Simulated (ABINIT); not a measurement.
# MgB2 (P1) in ABINIT: single point with LDA-Teter

Aim: the single point of MgB2 with LDA-Teter.

Everything below comes from runs of ABINIT 10.8.3 (patched build). Logs are shortened: lines on timing, memory, paths and dates and some standing lists are left out, and cuts for length are marked. The log counts tension as positive stress, the text compression.

## (1) The crystal as given

The typed cell holds 3 atoms: a = 3.026 Å, b = 2.916 Å, c = 3.439 Å, α = 90.87°, β = 85.76°, γ = 108.86°.

## (2) Single point, LDA-Teter

Input file run.abi:

```
pp_dirpath "./"
pseudos "Mg.upf, B.upf"

acell 5.7185357783 5.5109137341 6.4995982643
rprim
     0.9937783528     0.1052379961     0.0364629900
    -0.4210369266     0.9069947593    -0.0094028188
     0.0366359949     0.0106389173     0.9992720437
ntypat 2
znucl 12 5
natom 3
typat 1 2 2
xcart
     1.7793425179     2.9583725773     0.0836345546
     0.2648879940     1.8941998015     1.7325849449
     1.6406616669     1.1109917508     1.7865567262 Angstrom
chkprim 0
chksymtnons 0
tolsym 1.0e-6

ecut 42.0

kptopt 1
ngkpt 7 8 6
nshiftk 1
shiftk 0.0 0.0 0.0

ixc 1

nband 12
occopt 3
tsmear 0.05 eV

nstep 100
tolvrs 1.0e-10

iomode 3
prtwf 0
prtden 0
prteig 0
prtebands 0
```

Potentials or basis: PseudoDojo NC SR LDA v0.4.1 standard.

On the command line:

```sh
mpirun --bind-to none -np 4 abinit run.abi > log 2>&1
```

run.abo:

```text
.Version 10.8.3 of ABINIT
 Symmetries : space group P1 (#  1); Bravais aP (primitive triclinic)
================================================================================
 Values of the parameters that define the memory need of the present run
     intxc =       0    ionmov =       0      iscf =       7    lmnmax =       4
     lnmax =       4     mgfft =      40  mpssoang =       2    mqgrid =    3001
     natom =       3  nloc_mem =       1    nspden =       1   nspinor =       1
    nsppol =       1      nsym =       1    n1xccc =    2501    ntypat =       2
    occopt =       3   xclevel =       1
       mpw =        2536          nfft =       51840          nkpt =         170
================================================================================
================================================================================

--------------------------------------------------------------------------------
------------- Echo of variables that govern the present computation ------------
--------------------------------------------------------------------------------
 -outvars: echo values of preprocessed input variables --------
            acell      5.7185357783E+00  5.5109137341E+00  6.4995982643E+00 Bohr
              amu      2.43050000E+01  1.08110000E+01
          chkprim           0
      chksymtnons           0
             ecut      4.20000000E+01 Hartree
                       outvar_i_n : Printing only first  50 k-points.
                       outvar_i_n : Printing only first  50 k-points.
         kptrlatt        7    0    0      0    8    0      0    0    6
          kptrlen      3.89975896E+01
            natom           3
            nband          12
            ngfft          36      36      40
             nkpt         170
            nstep         100
             nsym           1
           ntypat           2
                       prtocc : prtvol=0, do not print more k-points.
           occopt           3
           prtden           0
        prtebands           0
           prteig           0
            prtwf           0
            rprim      9.9377835280E-01  1.0523799610E-01  3.6462990000E-02
                      -4.2103692660E-01  9.0699475930E-01 -9.4028188000E-03
                       3.6635994900E-02  1.0638917300E-02  9.9927204370E-01
          spgroup           1
           tolsym      1.00000000E-06
           tolvrs      1.00000000E-10
           tsmear      1.83746611E-03 Hartree
            typat      1  2  2
                       outvars : Printing only first  50 k-points.
           xangst      1.7793425179E+00  2.9583725773E+00  8.3634554600E-02
                       2.6488799400E-01  1.8941998015E+00  1.7325849449E+00
                       1.6406616669E+00  1.1109917508E+00  1.7865567262E+00
            xcart      3.3624700430E+00  5.5905139495E+00  1.5804640286E-01
                       5.0056576270E-01  3.5795188526E+00  3.2741110357E+00
                       3.1004012157E+00  2.0994701372E+00  3.3761029209E+00
             xred      9.9920607075E-01  9.9815930074E-01  2.1859997487E-04
                       3.4005333026E-01  6.6829791045E-01  4.9852212032E-01
                       6.6074060047E-01  3.3354279024E-01  5.0125927034E-01
            znucl       12.00000    5.00000

================================================================================

 chkinp: Checking input parameters for consistency.

================================================================================
== DATASET  1 ==================================================================

--- !DatasetInfo
iteration_state: {dtset: 1, }
dimensions: {natom: 3, nkpt: 170, mband: 12, nsppol: 1, nspinor: 1, nspden: 1, mpw: 2536, }
cutoff_energies: {ecut:  42.0, pawecutdg:  -1.0, }
electrons: {nelect:   1.60000000E+01, charge:   0.00000000E+00, occopt:   3.00000000E+00, tsmear:   1.83746611E-03, }
meta: {optdriver: 0, ionmov: 0, optcell: 0, iscf: 7, paral_kgb: 0, }
...

 Exchange-correlation functional for the present dataset will be:
  LDA: new Teter (4/93) with spin-polarized option - ixc=1
  S. Goedecker, M. Teter, J. Huetter, PRB 54, 1703 (1996)

 Real(R)+Recip(G) space primitive vectors, cartesian coordinates (Bohr,Bohr^-1):
 R(1)=  5.6829571  0.6018072  0.2085149  G(1)=  0.1679716  0.0779018 -0.0069877
 R(2)= -2.3202982  4.9983699 -0.0518181  G(2)= -0.0201471  0.1906993 -0.0012917
 R(3)=  0.2381192  0.0691487  6.4948668  G(3)= -0.0055534 -0.0009795  0.1541818
 Unit cell volume ucvol=  1.9329064E+02 bohr^3
 Angles (23,13,12)=  9.08693042E+01  8.57582944E+01  1.08863214E+02 degrees

 getcut: wavevector=  0.0000  0.0000  0.0000  ngfft=  36  36  40
         ecut(hartree)=     42.000   => boxcut(ratio)=   2.10994

--- Pseudopotential description ------------------------------------------------
- pspini: atom type   1  psp file is ./Mg.upf
12 -1012 1 -1 1510                            pspcod,pspxc,lmax,lloc,mmax
     nproj     2     2

- pspini: atom type   2  psp file is ./B.upf
12 -1012 1 -1 1498                            pspcod,pspxc,lmax,lloc,mmax
     nproj     2     2

   2.49964933E+02                                ecore*ucvol(ha*bohr**3)
--------------------------------------------------------------------------------

================================================================================

--- !BeginCycle
iteration_state: {dtset: 1, }
solver: {iscf: 7, nstep: 100, nline: 4, wfoptalg: 0, }
tolerances: {tolvrs: 1.00E-10, }
...

     iter   Etot(hartree)      deltaE(h)  residm     vres2
 ETOT  1  -65.086403959967    -6.509E+01 1.263E-01 6.768E+02
 ETOT  2  -65.174144244909    -8.774E-02 2.015E-02 1.287E+01
 ETOT  3  -65.176066199081    -1.922E-03 3.917E-03 7.745E-01
 ETOT  4  -65.176138081724    -7.188E-05 3.019E-03 1.154E-02
 ETOT  5  -65.176139758417    -1.677E-06 1.430E-03 2.450E-04
 ETOT  6  -65.176139810881    -5.246E-08 1.144E-03 1.481E-05
 ETOT  7  -65.176139813192    -2.312E-09 1.172E-03 5.259E-07
 ETOT  8  -65.176139813291    -9.858E-11 4.238E-04 6.025E-09
 ETOT  9  -65.176139813292    -1.393E-12 6.086E-04 7.402E-11

 At SCF step    9       vres2   =  7.40E-11 < tolvrs=  1.00E-10 =>converged.

 Cartesian components of stress tensor (hartree/bohr^3)
  sigma(1 1)= -5.67914138E-04  sigma(3 2)=  1.33222535E-05
  sigma(2 2)=  6.25888564E-04  sigma(3 1)=  1.75929643E-04
  sigma(3 3)= -1.70482948E-04  sigma(2 1)=  1.35419482E-03

--- !ResultsGS
iteration_state: {dtset: 1, }
comment   : Summary of ground state results
lattice_vectors:
- [  5.6829571,   0.6018072,   0.2085149, ]
- [ -2.3202982,   4.9983699,  -0.0518181, ]
- [  0.2381192,   0.0691487,   6.4948668, ]
lattice_lengths: [   5.71854,    5.51091,    6.49960, ]
lattice_angles: [ 90.869,  85.758, 108.863, ] # degrees, (23, 13, 12)
lattice_volume:   1.9329064E+02
convergence: {deltae: -1.393E-12, res2:  7.402E-11, residm:  6.086E-04, diffor: null, }
etotal    :  -6.51761398E+01
entropy   :   0.00000000E+00
fermie    :   2.52338468E-01
cartesian_stress_tensor: # hartree/bohr^3
- [ -5.67914138E-04,   1.35419482E-03,   1.75929643E-04, ]
- [  1.35419482E-03,   6.25888564E-04,   1.33222535E-05, ]
- [  1.75929643E-04,   1.33222535E-05,  -1.70482948E-04, ]
pressure_GPa:   1.1034E+00
xred      :
- [  9.9921E-01,   9.9816E-01,   2.1860E-04, Mg]
- [  3.4005E-01,   6.6830E-01,   4.9852E-01,  B]
- [  6.6074E-01,   3.3354E-01,   5.0126E-01,  B]
cartesian_forces: # hartree/bohr
- [ -1.74192319E-04,   5.54637083E-04,  -1.46954111E-04, ]
- [ -1.48976602E-02,   6.98803517E-03,  -1.58665191E-03, ]
- [  1.50718526E-02,  -7.54267225E-03,   1.73360602E-03, ]
force_length_stats: {min:   5.99633862E-04, max:   1.69427871E-02, mean:   1.13579725E-02, }
...

 Integrated electronic density in atomic spheres:
 ------------------------------------------------
 Atom  Sphere_radius  Integrated_density
    1        2.00000          8.39741066
    2        2.00000          2.66720993
    3        2.00000          2.66631090
================================================================================

 ----iterations are completed or convergence reached----

 Mean square residual over all n,k,spin=   42.791E-08; max=  60.859E-05
 reduced coordinates (array xred) for    3 atoms
       0.999206070753      0.998159300736      0.000218599975
       0.340053330264      0.668297910454      0.498522120323
       0.660740600472      0.333542790237      0.501259270341
 rms dE/dt=  5.1312E-02; max dE/dt=  8.0787E-02; dE/dt below (all hartree)
    1       0.000686027594     -0.003185338388      0.000958429471
    2       0.080787396506     -0.069579279835      0.013370155057
    3      -0.081475696250      0.072760825935     -0.014326016620

 cartesian coordinates (angstrom) at end:
    1      1.77934251790000     2.95837257730000     0.08363455460000
    2      0.26488799400000     1.89419980150000     1.73258494490000
    3      1.64066166690000     1.11099175080000     1.78655672620000

 cartesian forces (hartree/bohr) at end:
    1     -0.00017419231872     0.00055463708258    -0.00014695411126
    2     -0.01489766023502     0.00698803516599    -0.00158665191163
    3      0.01507185255374    -0.00754267224857     0.00173360602289
 frms,max,avg= 7.8930910E-03 1.5071853E-02   1.065E-07  3.009E-07 -1.389E-07 h/b

 cartesian forces (eV/Angstrom) at end:
    1     -0.00895732917339     0.02852058550478    -0.00755668423005
    2     -0.76606849036397     0.35933921607591    -0.08158892171684
    3      0.77502581953736    -0.38785980158069     0.08914560594689
 frms,max,avg= 4.0587906E-01 7.7502582E-01   5.477E-06  1.547E-05 -7.143E-06 e/A
 length scales=  5.718535778300  5.510913734100  6.499598264300 bohr
              =  3.026118811557  2.916249957360  3.439439279159 angstroms
 Fermi (or HOMO) energy (hartree) =   0.25234   Average Vxc (hartree)=  -0.41843
 Eigenvalues (hartree) for nkpt= 170  k points:
 kpt#   1, nband= 12, wtk=  0.00298, kpt=  0.0000  0.0000  0.0000 (reduced coord)
  -2.48287   -1.28647   -1.28607   -1.28594   -0.20072    0.15655    0.25173    0.26224
   0.33870    0.40047    0.45338    0.58720
      occupation numbers for kpt#   1
   2.00000    2.00000    2.00000    2.00000    2.00000    2.00000    1.16280    0.00911
   0.00000    0.00000    0.00000    0.00000
 prteigrs : prtvol=0 or 1, do not print more k-points.

--- !EnergyTerms
iteration_state     : {dtset: 1, }
comment             : Components of total free energy in Hartree
kinetic             :  3.80452716555626E+01
hartree             :  2.02885824206817E+01
xc                  : -1.01938843270799E+01
Ewald energy        : -3.69845025643575E+01
psp_core            :  1.29320766256781E+00
local_psp           : -5.94880359800784E+01
non_local_psp       : -1.81365581833629E+01
internal            : -6.51759193160665E+01
'-kT*entropy'       : -2.20497225854985E-04
total_energy        : -6.51761398132924E+01
total_energy_eV     : -1.77353311448156E+03
band_energy         : -1.20840221109051E+01
...

 Cartesian components of stress tensor (hartree/bohr^3)
  sigma(1 1)= -5.67914138E-04  sigma(3 2)=  1.33222535E-05
  sigma(2 2)=  6.25888564E-04  sigma(3 1)=  1.75929643E-04
  sigma(3 3)= -1.70482948E-04  sigma(2 1)=  1.35419482E-03

-Cartesian components of stress tensor (GPa)         [Pressure=  1.1034E+00 GPa]
- sigma(1 1)= -1.67086108E+01  sigma(3 2)=  3.91954231E-01
- sigma(2 2)=  1.84142773E+01  sigma(3 1)=  5.17602880E+00
- sigma(3 3)= -5.01578151E+00  sigma(2 1)=  3.98417872E+01

== END DATASET(S) ==============================================================
================================================================================

 -outvars: echo values of variables after computation  --------
            acell      5.7185357783E+00  5.5109137341E+00  6.4995982643E+00 Bohr
           etotal     -6.5176139813E+01
            fcart     -1.7419231872E-04  5.5463708258E-04 -1.4695411126E-04
                      -1.4897660235E-02  6.9880351660E-03 -1.5866519116E-03
                       1.5071852554E-02 -7.5426722486E-03  1.7336060229E-03
            rprim      9.9377835280E-01  1.0523799610E-01  3.6462990000E-02
                      -4.2103692660E-01  9.0699475930E-01 -9.4028188000E-03
                       3.6635994900E-02  1.0638917300E-02  9.9927204370E-01
           strten     -5.6791413837E-04  6.2588856363E-04 -1.7048294836E-04
                       1.3322253530E-05  1.7592964305E-04  1.3541948222E-03
           xangst      1.7793425179E+00  2.9583725773E+00  8.3634554600E-02
                       2.6488799400E-01  1.8941998015E+00  1.7325849449E+00
                       1.6406616669E+00  1.1109917508E+00  1.7865567262E+00
             xred      9.9920607075E-01  9.9815930074E-01  2.1859997487E-04
                       3.4005333026E-01  6.6829791045E-01  4.9852212032E-01
                       6.6074060047E-01  3.3354279024E-01  5.0125927034E-01
 Calculation completed.
```

Wall time 74 s (4 MPI ranks of Intel Xeon at 2.50GHz (Skylake/Cascade Lake), shared host); peak memory 0.32 GiB.

What came out:

| Quantity | Value |
| --- | --- |
| Free energy | -1773.5331 eV |
| Pressure | 1.1 GPa |
| Largest force | 0.871 eV/Å |
| Band gap on the k mesh | none (metal or under the smearing width) |
| Valence electrons inside the program's atomic spheres | Mg 8.40; B 2.67 |

Forces on the atoms (eV/Å):
```
Mg  -0.009  0.029 -0.008
B   -0.766  0.359 -0.082
B    0.775 -0.388  0.089
```
